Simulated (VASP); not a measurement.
# LiH in VASP 6.6.1, single-point calculation

INCAR

```
ENCUT = 520
LREAL = .FALSE.
ISIF = 2
LWAVE = .FALSE.
NBANDS = 9
EDIFF = 1E-7
IBRION = -1
ALGO = VeryFast
ISMEAR = 0
MAGMOM = 2 2
PREC = Accurate
NELM = 73
LCHARG = .FALSE.
NSW = 0
GGA = CA
SIGMA = 0.01
ISPIN = 2
LASPH = .TRUE.
```

KPOINTS

```
KPOINTS created by Atomic Simulation Environment
0
Gamma
10 10 10
0 0 0
```

POSCAR

```
Li H
 1.0000000000000000
     0.0000000000000000    2.0029948450999999    2.0029948450999999
     2.0029948450999999    0.0000000000000000    2.0029948450999999
     2.0029948450999999    2.0029948450999999    0.0000000000000000
 Li  H
   1   1
Cartesian
  0.0000000000000000  0.0000000000000000  0.0000000000000000
  2.0029948450999999  2.0029948450999999  2.0029948450999999
```

The recommended LDA PAW datasets give the neutral cell 4 valence electrons.

Command

```
mpirun -np 1 vasp_std
```

How does this run end, and what does it give?

It converged. Results: pressure -2.8 GPa; magnetic moment of the cell 0.00 μB.

OSZICAR

```
N       E                     dE             d eps       ncg     rms          rms(c)
RMM:   1    -0.139903444170E+02   -0.13990E+02   -0.11069E+03   846   0.319E+02
RMM:   2     0.431651967547E+01    0.18307E+02   -0.46112E+01   846   0.498E+01
RMM:   3     0.410767260334E+01   -0.20885E+00   -0.82225E+00   846   0.207E+01
RMM:   4     0.379960905169E+01   -0.30806E+00   -0.49117E+00   846   0.119E+01
RMM:   5     0.382094558814E+01    0.21337E-01   -0.37514E+00   846   0.826E+00
RMM:   6     0.382142197929E+01    0.47639E-03   -0.70996E+00   846   0.750E+00
RMM:   7     0.345033374567E+01   -0.37109E+00   -0.38133E+00   846   0.518E+00
RMM:   8     0.351041521413E+01    0.60081E-01   -0.37507E+00   846   0.378E+00
RMM:   9     0.359281871441E+01    0.82404E-01   -0.13020E+00  2730   0.236E+00
RMM:  10     0.358157482427E+01   -0.11244E-01   -0.82948E-02  2936   0.902E-01
...
RMM:  20    -0.648668781873E+01   -0.30023E-04   -0.16149E-04  2859   0.727E-02    0.137E-02
RMM:  21    -0.648669626346E+01   -0.84447E-05   -0.71713E-05  2820   0.461E-02    0.514E-03
RMM:  22    -0.648670069813E+01   -0.44347E-05   -0.31943E-05  2814   0.290E-02    0.240E-03
RMM:  23    -0.648670294794E+01   -0.22498E-05   -0.15470E-05  2661   0.185E-02    0.168E-03
RMM:  24    -0.648670385841E+01   -0.91048E-06   -0.66084E-06  2464   0.118E-02    0.179E-03
RMM:  25    -0.648670442660E+01   -0.56819E-06   -0.34130E-06  2319   0.770E-03    0.154E-03
RMM:  26    -0.648670464388E+01   -0.21728E-06   -0.16053E-06  2118   0.496E-03    0.411E-04
RMM:  27    -0.648670475999E+01   -0.11611E-06   -0.80708E-07  1901   0.325E-03    0.218E-04
RMM:  28    -0.648670481626E+01   -0.56266E-07   -0.39067E-07  1846   0.213E-03
   1 F= -.64867048E+01 E0= -.64867048E+01  d E =-.730357E-18  mag=    -0.0000
```

For comparison, a separate LDA run of the intended cell, on usual settings and not on those above, gives a gap of 2.60 eV on its mesh and a pressure of -2.8 GPa.
